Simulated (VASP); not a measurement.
A run of VASP 6.6.1:

INCAR

```
SYSTEM = AlPt
ALGO = Normal ; EDIFF = 1E-7
ENCUT = 520 ; ISIF = 2
ISMEAR = 1 ; KPAR = 4
LASPH = .True. ; LCHARG = .False.
LMAXMIX = 4 ; LMIXTAU = .True.
LREAL = .False. ; LWAVE = .False.
METAGGA = R2SCAN ; NBANDS = 36
NELM = 80 ; PREC = Accurate
SIGMA = 0.1
```

KPOINTS

```
k-points
0
Gamma
  8 8 8
  0 0 0
```

File POSCAR:

```
AlPt                                    
1.0
    4.8678525592      0.0000000000      0.0000000000
    0.0000000000      4.8678525592      0.0000000000
    0.0000000000      0.0000000000      4.8678525592
  Al              Pt            
     4     4
Direct
     0.8441469267029404    0.8441469267029404    0.8441469267029404
     0.6558530732970596    0.1558530732970596    0.3441469267029404
     0.3441469267029404    0.6558530732970596    0.1558530732970596
     0.1558530732970596    0.3441469267029404    0.6558530732970596
     0.1540432597197494    0.1540432597197494    0.1540432597197494
     0.3459567402802506    0.8459567402802506    0.6540432597197494
     0.6540432597197494    0.3459567402802506    0.8459567402802506
     0.8459567402802506    0.6540432597197494    0.3459567402802506
```

KPOINTS_OPT

```
explicit points
188
Reciprocal
 0.0000000000  0.0000000000  0.0000000000 1
 0.0000000000  0.0263157895  0.0000000000 1
 0.0000000000  0.0526315789  0.0000000000 1
 0.0000000000  0.0789473684  0.0000000000 1
 0.0000000000  0.1052631579  0.0000000000 1
 0.0000000000  0.1315789474  0.0000000000 1
[... 180 lines left out ...]
 0.0192175500  0.4807824500  0.0000000000 1
-0.0192175500  0.5192175500  0.0000000000 1
```

Potentials or basis: VASP PAW PBE potentials, release 64 (Al, Pt).

Run with:

```console
$ cat potpaw_PBE.64/Al/POTCAR potpaw_PBE.64/Pt/POTCAR > POTCAR
$ mpirun -np 4 vasp_std > vasp.out
```

Hardware: 4 MPI ranks on Intel(R) Xeon(R) Platinum 8488C (Sapphire Rapids) (shared host).

**Question.** Estimate the wall time of this run.

**Answer.** It took 4.3 min on 4 MPI ranks on Intel(R) Xeon(R) Platinum 8488C (Sapphire Rapids), with other jobs on the host, peak memory 0.37 GiB a rank. Counts: scf iterations 64, k points 45.
